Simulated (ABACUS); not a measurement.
# HgSe: equation of state with PBE

HgSe:

```
Hg Se
1.0
     0.00000    3.03900    3.03900
     3.03900    0.00000    3.03900
     3.03900    3.03900    0.00000
Hg Se
1 1
Cartesian
  0.0000 0.0000 0.0000
  4.5585 4.5585 4.5585
```

```
Program             : ABACUS 3.10.1
Task                : equation of state
Functional          : PBE
Potentials or basis : SPMS ONCV 1.0 PBE
Cutoff              : 1361 eV
Density cutoff      : 5442 eV
Basis               : TZDP LCAO (the cutoffs set its grid)
k mesh              : 7 × 7 × 7
Occupations         : fermi-dirac, width 0.05 eV
Spin                : no spin polarisation
```

```
Equilibrium volume : 30.84 Å³/atom (rough: see the caveat)
Bulk modulus       : 42 GPa (rough)
```

Energy against volume, from the lowest point:
```csv
volume (Å³/atom),energy (meV/atom)
26.383,112.41
27.505,54.98
28.628,18.99
29.751,0.00
```

All runs of the series together: 44 s on 4 threads of Intel(R) Xeon(R) Platinum 8488C (Sapphire Rapids) (shared host).

Caveat: the atomic orbitals were generated for these runs and aren't a published set; the minimum lies outside the volumes run; the basis of atomic orbitals isn't converged, which shifts pressures, moduli and gaps. Spin-orbit coupling is left out, which matters for the levels of Hg.
